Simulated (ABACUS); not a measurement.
# SnO (P4/nmm) in ABACUS: reference runs

Reference runs on SnO: the cell as given and a disturbed copy.

All numbers are computed with ABACUS 3.10.1; they aren't measurements. Logs are shortened: lines on timing, memory, paths and dates and some standing lists are left out, and cuts for length are marked.

## 1. Starting point

The structure is tetragonal, space group P4/nmm (No. 129). The conventional cell has a = 3.814 Å, b = 3.814 Å, c = 4.887 Å, α = 90.00°, β = 90.00°, γ = 90.00°. Sn (site symmetry 4mm) has 4 O at 2.23 Å as nearest neighbours. O (site symmetry -4m2) is surrounded by 4 Sn at 2.23 Å.

The cell is a database's computed one.

## 2. Single point, PBE

INPUT

```
INPUT_PARAMETERS
suffix              SnO
calculation         scf
basis_type          pw
pseudo_dir          ./
symmetry            1
dft_functional      pbe
ecutwfc             84
pseudo_rcut         10
nspin               1
nbands              24
ks_solver           dav
smearing_method     fd
smearing_sigma      0.00367493
scf_thr             1e-08
scf_nmax            100
mixing_type         broyden
mixing_beta         0.7
cal_force           1
cal_stress          1
out_chg             1
out_pot             2
out_elf             1
```

STRU

```
ATOMIC_SPECIES
Sn 118.7100 Sn.upf
O 15.9990 O.upf

LATTICE_CONSTANT
1.8897261246

LATTICE_VECTORS
3.8136952200 0.0000000000 0.0000000000
0.0000000000 3.8136952200 0.0000000000
0.0000000000 0.0000000000 4.8869133000

ATOMIC_POSITIONS
Direct

Sn
0.0
2
0.5000000000 0.0000000000 0.7646261400 1 1 1
0.0000000000 0.5000000000 0.2353738600 1 1 1

O
0.0
2
0.0000000000 0.0000000000 0.0000000000 1 1 1
0.5000000000 0.5000000000 0.0000000000 1 1 1
```

KPT

```
K_POINTS
0
Gamma
7 7 6 0 0 0
```

Potentials or basis: PseudoDojo NC SR 0.4.1 PBE standard, plane waves.

The run is started by

```console
$ OMP_NUM_THREADS=1 mpirun -np 4 abacus > log
```

running log:

```text
ABACUS v3.10.1

               Atomic-orbital Based Ab-initio Computation at UStc

 ------------------------------------------------------------------------------------

 READING GENERAL INFORMATION
                           global_out_dir = OUT.SnO/
                           global_in_card = INPUT
                               pseudo_dir = ./
                              orbital_dir =
                                    DSIZE = 4
                                    GSIZE = 1
[... 5 lines left out ...]

 READING ATOM TYPE 1
                               atom label = Sn
                      L=0, number of zeta = 1
                      L=1, number of zeta = 1
                      L=2, number of zeta = 1
             number of atom for this type = 2

 READING ATOM TYPE 2
                               atom label = O
                      L=0, number of zeta = 1
                      L=1, number of zeta = 1
                      L=2, number of zeta = 1
             number of atom for this type = 2

                        TOTAL ATOM NUMBER = 4
DIRECT COORDINATES
    atom                   x                   y                   z     mag                  vx                  vy                  vz
taud_Sn1            0.5000000000        0.0000000000        0.7646261400  0.0000        0.0000000000        0.0000000000        0.0000000000
taud_Sn2            0.0000000000        0.5000000000        0.2353738600  0.0000        0.0000000000        0.0000000000        0.0000000000
taud_O1            0.0000000000        0.0000000000        0.0000000000  0.0000        0.0000000000        0.0000000000        0.0000000000
taud_O2            0.5000000000        0.5000000000        0.0000000000  0.0000        0.0000000000        0.0000000000        0.0000000000

                          Volume (Bohr^3) = 479.649
                             Volume (A^3) = 71.0765

 Lattice vectors: (Cartesian coordinate: in unit of a_0)
              +3.8137                  +0                  +0
                   +0             +3.8137                  +0
                   +0                  +0            +4.88691
 Reciprocal vectors: (Cartesian coordinate: in unit of 2 pi/a_0)
            +0.262213                  -0                  +0
                   -0           +0.262213                  -0
                   +0                  -0           +0.204628
 The esolver type has been set to : ksdft_pw

                PAO radial cut off (Bohr) = 10

 Read in pseudopotential file is Sn.upf
                     pseudopotential type = NC
          exchange-correlation functional = PBE
                 nonlocal core correction = 1
                        valence electrons = 14
                                     lmax = 2
                           number of zeta = 3
[... 7 lines left out ...]
                PAO radial cut off (Bohr) = 10

 Read in pseudopotential file is O.upf
                     pseudopotential type = NC
          exchange-correlation functional = PBE
                 nonlocal core correction = 1
                        valence electrons = 6
                                     lmax = 2
                           number of zeta = 2
                     number of projectors = 5
                           L of projector = 0
                           L of projector = 0
                           L of projector = 1
                           L of projector = 1
                           L of projector = 2
     initial pseudo atomic orbital number = 26

 SETUP THE ELECTRONS NUMBER
            electron number of element Sn = 14
      total electron number of element Sn = 28
             electron number of element O = 6
       total electron number of element O = 12
            AUTOSET number of electrons:  = 40
                           occupied bands = 20
                                   NBANDS = 24
                                   NLOCAL = 36

%%%%%%%%%%%%%%%%%%%%%%%%%%%%%%%%%%%%%%%%%%%%%%%%%%%%%%%%%%%%%%%%%%%%%%%%%%%%%%%%%%%%%%%%%%%%%%%%%%%%%%%%%%
 Warning: the number of valence electrons in pseudopotential > 4 for Sn: [Kr] 4d10 5s2 5p2
 Pseudopotentials with additional electrons can yield (more) accurate outcomes, but may be less efficient.
 If you're confident that your chosen pseudopotential is appropriate, you can safely ignore this warning.
%%%%%%%%%%%%%%%%%%%%%%%%%%%%%%%%%%%%%%%%%%%%%%%%%%%%%%%%%%%%%%%%%%%%%%%%%%%%%%%%%%%%%%%%%%%%%%%%%%%%%%%%%%

 SETUP THE PLANE WAVE BASIS
 energy cutoff for charge/potential (unit:Ry) = 336
            fft grid for charge/potential = [ 45, 45, 54 ]
                        fft grid division = [ 1, 1, 1 ]
        big fft grid for charge/potential = [ 45, 45, 54 ]
                                     nbxx = 28350
                                     nrxx = 28350

 SETUP PLANE WAVES FOR CHARGE/POTENTIAL
                    number of plane waves = 49833
                         number of sticks = 1389

 PARALLEL PW FOR CHARGE/POTENTIAL
     PROC   COLUMNS(POT)             PW
        1            347          12459
        2            346          12458
        3            348          12458
        4            348          12458
 --------------- sum -------------------
        4           1389          49833
                            number of |g| = 2595
                                  max |g| = 30.3918
                                  min |g| = 0.137511

----------- Double Check Mixing Parameters Begin ------------
mixing_type: broyden
mixing_beta: 0.7
mixing_gg0: 1
mixing_gg0_min: 0.1
mixing_ndim: 8
----------- Double Check Mixing Parameters End ------------

 LATTICE VECTORS: (CARTESIAN COORDINATE: IN UNIT OF A0)
              +3.8137                  +0                  +0
                   +0             +3.8137                  +0
                   +0                  +0            +4.88691
                       right hand lattice = 1
                                   NORM_A = 3.8137
                                   NORM_B = 3.8137
                                   NORM_C = 4.88691
                           ALPHA (DEGREE) = 90
                           BETA  (DEGREE) = 90
                           GAMMA (DEGREE) = 90

 The lattice vectors have been changed (STRU_SIMPLE.cif)

(for optimal symmetric configuration:)
                             BRAVAIS TYPE = 5
                     BRAVAIS LATTICE NAME = 05. Tetrogonal P (simple)
                                    ibrav = 5
                                    IBRAV = 5
                                  BRAVAIS = SIMPLE TETROGONAL CELL
                       LATTICE CONSTANT A = 3.8137
                                C/A RATIO = 1.28141
Original cell was already a primitive cell.
                        ROTATION MATRICES = 16
              PURE POINT GROUP OPERATIONS = 8
                   SPACE GROUP OPERATIONS = 16
                                       C2 = 3
                                       C3 = 0
                                       C4 = 0
                                       C6 = 0
                                       S1 = 2
                                       S3 = 0
                                       S4 = 2
                                       S6 = 0
                              POINT GROUP = D_2d
               POINT GROUP IN SPACE GROUP = D_4h

 SETUP K-POINTS
                                    nspin = 1
                   Input type of k points = Monkhorst-Pack(Gamma)
                                   nkstot = 294
                       right hand lattice = 1
(for reciprocal lattice: )
                             BRAVAIS TYPE = 5
                     BRAVAIS LATTICE NAME = 05. Tetrogonal P (simple)
                                    ibrav = 5
                       right hand lattice = 1
(for k-lattice: )
                             BRAVAIS TYPE = 5
                     BRAVAIS LATTICE NAME = 05. Tetrogonal P (simple)
                                    ibrav = 5
                       right hand lattice = 1
                        ROTATION MATRICES = 16
                               nkstot_ibz = 40
K-POINTS REDUCTION ACCORDING TO SYMMETRY
     IBZ    DIRECT_X    DIRECT_Y    DIRECT_Z  WEIGHT  ibz2bz
       1  0.00000000  0.00000000  0.00000000  0.0034       0
       2  0.14285714  0.00000000  0.00000000  0.0136       1
       3  0.28571429  0.00000000  0.00000000  0.0136       2
       4  0.42857143  0.00000000  0.00000000  0.0136       3
       5  0.14285714  0.14285714  0.00000000  0.0136       8
       6  0.28571429  0.14285714  0.00000000  0.0272       9
[... 22 lines left out ...]
      29  0.42857143  0.28571429  0.33333333  0.0544     115
      30  0.42857143  0.42857143  0.33333333  0.0272     122
[... 10 further k points ...]

                               nkstot now = 40
[... K-POINTS DIRECT COORDINATES: 40 rows ...]

           k-point number in this process = 40
       minimum distributed K point number = 40
[... stars of the k points ...]

[... K-POINTS CARTESIAN COORDINATES: 40 rows ...]

[... K-POINTS DIRECT COORDINATES: 40 rows ...]

 SETUP PLANE WAVES FOR WAVE FUNCTIONS
     energy cutoff for wavefunc (unit:Ry) = 84
              fft grid for wave functions = [ 45, 45, 54 ]
                    number of plane waves = 7621
                         number of sticks = 401

 PARALLEL PW FOR WAVE FUNCTIONS
     PROC   COLUMNS(POT)             PW
        1            101           1907
        2            100           1904
        3            100           1906
        4            100           1904
 --------------- sum -------------------
        4            401           7621

 SETUP NONLOCAL PSEUDOPOTENTIALS IN PLANE WAVE BASIS
 Sn non-local projectors:
 projector 1 L=0
 projector 2 L=0
 projector 3 L=1
 projector 4 L=1
 projector 5 L=2
 projector 6 L=2
 O non-local projectors:
 projector 1 L=0
 projector 2 L=0
 projector 3 L=1
 projector 4 L=1
 projector 5 L=2
      TOTAL NUMBER OF NONLOCAL PROJECTORS = 62

 Init Non-Local PseudoPotential table :
 Init Non-Local-Pseudopotential done.

                                     npwx = 1574

 Make real space PAO into reciprocal space.
       max mesh points in Pseudopotential = 1001
     dq(describe PAO in reciprocal space) = 0.01
                                    max q = 1104

 number of pseudo atomic orbitals for Sn is 3
WARNING: norm of atomic wavefunction # 2 of atomic type Sn is 0.999999, renormalized
WARNING: norm of atomic wavefunction # 3 of atomic type Sn is 0.999616, renormalized

 number of pseudo atomic orbitals for O is 2

 -------------------------------------------
 SELF-CONSISTENT
 -------------------------------------------
                                 init_chg = atomic

 PW ALGORITHM --------------- ION=   1  ELEC=   1--------------------------------

 Density error is 1.06368038929
                          Error Threshold = 0.01
----------------------------------------------------------
     Energy           Rydberg                 eV
----------------------------------------------------------
 E_KohnSham     -380.9524195793      -5183.1235731654
 E_Harris       -375.3538889505      -5106.9516561866
 E_Fermi        0.7053143817         9.5962944722
----------------------------------------------------------
[... 75 lines left out ...]
 Density error is 6.52945603897e-09
                          Error Threshold = 7.5840254815e-10
----------------------------------------------------------
     Energy           Rydberg                 eV
----------------------------------------------------------
 E_KohnSham     -381.4246973157      -5189.5492414189
 E_KS(sigma->0) -381.4246860451      -5189.5490880738
 E_Harris       -381.4242656610      -5189.5433684558
 E_band         -13.4209426252       -182.6012922341
 E_one_elec     -140.2782045109      -1908.5828865575
 E_Hartree      98.0037178737        1333.4089882662
 E_xc           -105.0306577388      -1429.0154099354
 E_Ewald        -234.1195303984      -3185.3596265020
 E_entropy(-TS) -0.0000225413        -0.0003066902
 E_descf        0.0000000000         0.0000000000
 E_exx          0.0000000000         0.0000000000
 E_Fermi        0.7490562776         10.1914334984
----------------------------------------------------------

 charge density convergence is achieved
 final etot is -5189.5492414 eV
 EFERMI = 10.191433498 eV
The vacuum level is 11.464617147 eV

 STATE ENERGY(eV) AND OCCUPATIONS    NSPIN == 1
 1/40 kpoint (Cartesian) = 0.0000 0.0000 0.0000 (1558 pws)
       1       -11.9936     0.00680272
       2       -11.5806     0.00680272
       3       -11.5806     0.00680272
       4       -11.5682     0.00680272
       5       -11.5341     0.00680272
       6       -11.5305     0.00680272
[... 146 lines left out ...]
      23        14.3778    2.36456e-38
      24        14.5069    1.78728e-39

[... levels at 34 further k points ...]

------------------------------------------------------------------------------------------
 TOTAL-FORCE (eV/Angstrom)
------------------------------------------------------------------------------------------
                       Sn1         0.0000000000         0.0000000000        -0.4673521569
                       Sn2         0.0000000000         0.0000000000         0.4673521569
                        O1         0.0000000000         0.0000000000         0.0000000000
                        O2         0.0000000000         0.0000000000         0.0000000000
------------------------------------------------------------------------------------------

----------------------------------------------------------------
 TOTAL-STRESS (KBAR)
----------------------------------------------------------------
        44.9751594910         0.0000000000        -0.0000000000
         0.0000000000        44.9751594910        -0.0000000000
         0.0000000000         0.0000000000        32.7457169413
----------------------------------------------------------------
 TOTAL-PRESSURE: 40.898679 KBAR

 --------------------------------------------
 !FINAL_ETOT_IS -5189.5492414188984185 eV
 --------------------------------------------
```

It took 22 s on 4 MPI ranks of Intel Xeon Platinum 8488C (Sapphire Rapids), shared host; peak memory 0.36 GiB.

What came out:

- Free energy: -5189.5492 eV
- Pressure: 4.1 GPa
- Largest force: 0.467 eV/Å
- Band gap on the k mesh: 0.37 eV, indirect (least direct gap 2.07 eV)

Forces in eV/Å, atoms in the order of the input:
```
Sn   0.000  0.000 -0.467
Sn   0.000  0.000  0.467
O    0.000  0.000  0.000
O    0.000  0.000  0.000
```

Stress tensor (GPa, compression positive):
```
4.50 0.00 0.00
0.00 4.50 0.00
0.00 0.00 3.27
```

Levels at points of the mesh, in eV from the valence-band top:
```tsv
k point	band 17	band 18	band 19	band 20	band 21	band 22	band 23	band 24
(0.00, 0.00, 0.00)	-3.46	-3.15	-3.15	0.00	2.07	4.30	4.71	4.71
(0.00, 0.00, 0.50)	-3.19	-3.17	-3.17	-2.21	1.71	3.03	3.03	3.71
```

Caveat: spin-orbit coupling is left out, which moves the levels of the heavy elements; an odd mesh through Γ misses points on the zone boundary, where band edges often lie. Expect the measured gap to be larger: semilocal functionals such as PBE lack the derivative discontinuity.

## 3. Single point, PBE (atoms moved at random, drawn with an rms of 0.05 Å)

INPUT, as its differences from that of step 2:

```diff
@@ -20,4 +20,2 @@
 cal_stress          1
-out_chg             1
-out_pot             2
-out_elf             1
+kpar                4
```

STRU

```
ATOMIC_SPECIES
Sn 118.7100 Sn.upf
O 15.9990 O.upf

LATTICE_CONSTANT
1.8897261246

LATTICE_VECTORS
3.8136952200 0.0000000000 0.0000000000
0.0000000000 3.8136952200 0.0000000000
0.0000000000 0.0000000000 4.8869133000

ATOMIC_POSITIONS
Direct

Sn
0.0
2
0.5091850000 -0.0043280000 0.7697660000 1 1 1
0.0031930000 0.5007510000 0.2249020000 1 1 1

O
0.0
2
0.0068460000 0.0034470000 -0.0019050000 1 1 1
0.4935640000 0.4956290000 -0.0016140000 1 1 1
```

KPT is that of step 2.

Potentials or basis: PseudoDojo NC SR 0.4.1 PBE standard, plane waves.

The run is started by

```console
$ OMP_NUM_THREADS=1 mpirun -np 4 abacus > log
```

It took 73 s on 4 MPI ranks of Intel Xeon Platinum 8488C (Sapphire Rapids), shared host; peak memory 0.88 GiB.

Results (log left out):

| Item | Value |
| --- | --- |
| Free energy | -5189.4733 eV |
| Pressure | 6.7 GPa |
| Largest force | 1.251 eV/Å |
| Band gap on the k mesh | 0.61 eV, indirect (least direct gap 1.97 eV) |

Forces on the atoms (eV/Å):
```
Sn  -0.110  0.047 -1.158
Sn  -0.116  0.005  1.246
O   -0.190 -0.193 -0.028
O    0.415  0.141 -0.060
```

Stress tensor (GPa, compression positive):
```
 6.90  0.04 -0.21
 0.04  6.78  0.02
-0.21  0.02  6.35
```

Levels at points of the mesh, in eV from the valence-band top:
| k point | band 16 | band 17 | band 18 | band 19 | band 20 | band 21 | band 22 | band 23 | band 24 |
| --- | --- | --- | --- | --- | --- | --- | --- | --- | --- |
| (0.00, 0.00, 0.00) | -6.31 | -3.53 | -3.35 | -3.33 | 0.00 | 2.01 | 4.12 | 4.97 | 4.99 |
| (0.00, 0.00, 0.50) | -3.59 | -3.37 | -3.35 | -3.14 | -2.08 | 1.57 | 3.24 | 3.25 | 3.73 |

Caveat: spin-orbit coupling is left out, which moves the levels of the heavy elements; an odd mesh through Γ misses points on the zone boundary, where band edges often lie.
